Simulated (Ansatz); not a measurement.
**Hf₃N₄ (I-43d)**

Method: Ansatz 0.2.0, DFT PBEsol, scalar-relativistic, plane waves, PAW.

Cutoff 420 eV; k points 6×6×6 on the computed 14-atom cell (Γ-centred); Gaussian smearing, width 0.02 eV; no spin polarisation.

The structure is relaxed at this level of theory with its symmetry kept. Whether it is the stable form of this composition wasn't checked.

```
Hf N
1.0
    -3.32551    3.32551    3.32551
     3.32551   -3.32551    3.32551
     3.32551    3.32551   -3.32551
Hf N
6 8
Direct
  0.25000 0.62500 0.37500
  0.37500 0.25000 0.62500
  0.75000 0.87500 0.12500
  0.12500 0.75000 0.87500
  0.62500 0.37500 0.25000
  0.87500 0.12500 0.75000
  0.13946 0.13946 0.13946
  0.86054 0.50000 0.00000
  0.50000 0.00000 0.36054
  0.00000 0.86054 0.50000
  0.36054 0.50000 0.00000
  0.63946 0.63946 0.63946
  0.00000 0.36054 0.50000
  0.50000 0.00000 0.86054
```

* Space group: I-43d (No. 220)
* Volume per atom: 10.51 Å³
* Formation energy from the elements' standard states (uncorrected): -1.713 eV/atom
* Kohn–Sham band gap: 1.02 eV, direct at Γ
* Löwdin character of the top 1 eV of the valence band: N 2p 84 %, Hf 5d 12 %
* Löwdin character of the lowest 1 eV of the conduction band: Hf 5d 79 %, N 2p 16 %
* Electron masses at the edge by Cartesian direction of the standard setting (m_e; degenerate bands sorted by energy; no spin-orbit coupling): x: 0.43, 0.29; y: 0.43, 0.29; z: 0.43, 0.29
* Hole masses at the edge by Cartesian direction of the standard setting (m_e; degenerate bands sorted by energy; no spin-orbit coupling): x: 5.4, 5.4, 0.21; y: 5.4, 5.4, 0.21; z: 5.4, 5.4, 0.21
* Bulk modulus: 241 GPa
* Its pressure derivative: 6.4
* Electronic dielectric constant xx, yy, zz of the standard setting (independent particles): 12.0, 12.0, 12.0

Spin-orbit coupling is left out, which matters for the bands of heavy elements.

Cost: 12 runs of about 20 core-minutes in all, on Oxide Virtual Turin-like Processor (Zen 5) (shared hosts).